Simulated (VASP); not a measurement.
PbS (Galena):

```
Pb S
1.0
     0.00000    2.96575    2.96575
     2.96575    0.00000    2.96575
     2.96575    2.96575    0.00000
Pb S
1 1
Direct
  0.00000 0.00000 0.00000
  0.50000 0.50000 0.50000
```

Base run:

```yaml
Program: VASP 6.6.1
Functional: SCAN
Potentials_or_basis: VASP PAW PBE potentials, release 64 (Pb_d, S)
Cutoff: 520 eV
k_mesh: 6 × 6 × 6
Occupations: fermi-dirac, width 0.05 eV
Spin: spin-orbit coupling, no magnetisation
```

Its results: pressure 0.3 GPa.

Problem. The run is repeated on the same cell with these changes: functional from SCAN to r2SCAN; further incar settings from ALGO = Normal; EDIFF = 1e-06; NBANDS = 32 to ALGO = Normal; EDIFF = 1e-06. What comes out?

Solution. Pressure 1.0 GPa.

Caveats: the PAW data sets were made with another functional, which shifts forces and pressure a little.
